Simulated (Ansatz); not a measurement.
# C: energy along a strain

C, Fd-3m, a = 3.571 Å. Ansatz: PBE, PAW, 420 eV, Γ-centred 12×12×12 mesh on 2 atoms, Gaussian smearing 0.05 eV; no spin polarisation. Cell vectors (Å): 0.000 1.786 1.786; 1.786 0.000 1.786; 1.786 1.786 0.000. The cell is strained by x per cent times the pattern (0 0 1 0 0 0) in the order xx yy zz yz xz xy (engineering shears), with fractional coordinates held. y is the free energy over the start, V0 = 5.694 Å³/atom.

| x (%) | y (meV/atom) |
| --- | --- |
| -6.00 | ? |
| -4.50 | 39.39 |
| -3.00 | 17.29 |
| -1.50 | 4.27 |
| 0.00 | 0.00 |
| 1.50 | 4.12 |
| 3.00 | 16.31 |
| 4.50 | 36.25 |
| 5.25 | 49.02 |
| 6.00 | 63.61 |

Task: Fit y = c2 x² + c3 x³ to the other rows, get the stiffness along the pattern, and predict the missing energy.

Result: Least squares on the rows shown. y = 1.8683 x² − 0.017029 x³. The clamped-ion stiffness p·C·p = 2 × 18.68 eV × 160.2 / 5.694 Å³ = 1051 GPa, which is C33 in these axes (C11 of the cubic crystal). At x = -6.00 the fit asked for gives 70.94 meV/atom. The run gave 70.92 meV/atom, so the fit is 0.02 meV/atom too high, within the rms miss on the fitted rows (0.03 meV/atom).